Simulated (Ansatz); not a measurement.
Runs of Ansatz 0.2.0 on TiB2. The structure is hexagonal, space group P6/mmm (No. 191). Conventional cell: a = 3.029 Å, b = 3.029 Å, c = 3.228 Å, α = 90.00°, β = 90.00°, γ = 120.00°. Ti (site symmetry 6/mmm) is surrounded by 12 B at 2.38 Å. Around B (site symmetry -6m2) lie 3 B at 1.75 Å. 

```tsv
task	level	cell	points for each segment of the path	gap on the mesh (eV)	pressure (GPa)	relaxed volume (Å³/atom)
relaxation of cell and atoms	PBEsol	relaxed	-	none	0.0	(a)
relaxation of cell and atoms	LDA	relaxed	-	-	0.0	8.18
relaxation of cell and atoms	RPBE	relaxed	-	none	0.0	8.72
band structure	LDA	as given	14	none	-11.2	-
band structure	revPBE	as given	14	none	(b)	-
```

Alike in all rows: potentials or basis Ansatz PAW; no spin polarisation; k mesh 10 × 10 × 8; cutoff (eV) 420; smearing fermi-dirac 0.05 eV.

Q: Fill in the values left out.

A: (a) 8.38; (b) 3.8.

Caveats: the PAW data sets come from PBE, with cores solved anew for the run's functional, which leaves a small shift of forces and pressure; the plane-wave basis is chosen anew once the cell has moved, so the energies of steps on either side of that aren't comparable (some runs).

A gap of «none» marks a metal or a gap under the smearing width.
